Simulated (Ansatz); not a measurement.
LiF (Griceite) in Ansatz: convergence with n extra bands

Input of the first run (n extra bands 1); the others differ in this setting and in those tied to it:

input.yaml

```yaml
crystal:
  lattice:
    - [0.0, 2.014, 2.014]
    - [2.014, 0.0, 2.014]
    - [2.014, 2.014, 0.0]
  atoms:
    - { symbol: F, position: [0.5, 0.5, 0.5] }
    - { symbol: Li, position: [0.0, 0.0, 0.0] }
hamiltonian:
  xc: r2scan
  pseudopotentials: { kind: paw }
kpoints:
  mp_grid: { grid: [10, 10, 10] }
scf:
  occupations: { method: methfessel_paxton, width: 0.05 }
  n_extra_bands: 1
output:
  forces: true
  stress: true
  eigenvalues: true
```

Potentials or basis: Ansatz PAW.

Run with:

```sh
$ ansatz run input.yaml --threads 2 --pin off --max-ram 5632MiB --backend cpu --events-out ev --progress --plain --runs-dir out
```

Hardware: 2 threads of AMD EPYC 7R43 64-Core Processor (Zen 3), with other jobs on the host.

```tsv
n extra bands	energy less the tightest run, at zero smearing (meV/atom)	SCF cycles	CPU time (s)	peak memory (GiB)
1	0.00	6	1.8	0.37
2	0.00	6	1.8	0.37
4	0.00	6	2	0.37
8	0.00	6	2	0.37
16	0.00	6	2.5	0.38
32	0.00	6	3	0.39
```

Against the tightest run, the energy stays within 1 meV/atom from 1 on. The tightest run that finished is the yardstick and may itself not be fully converged.
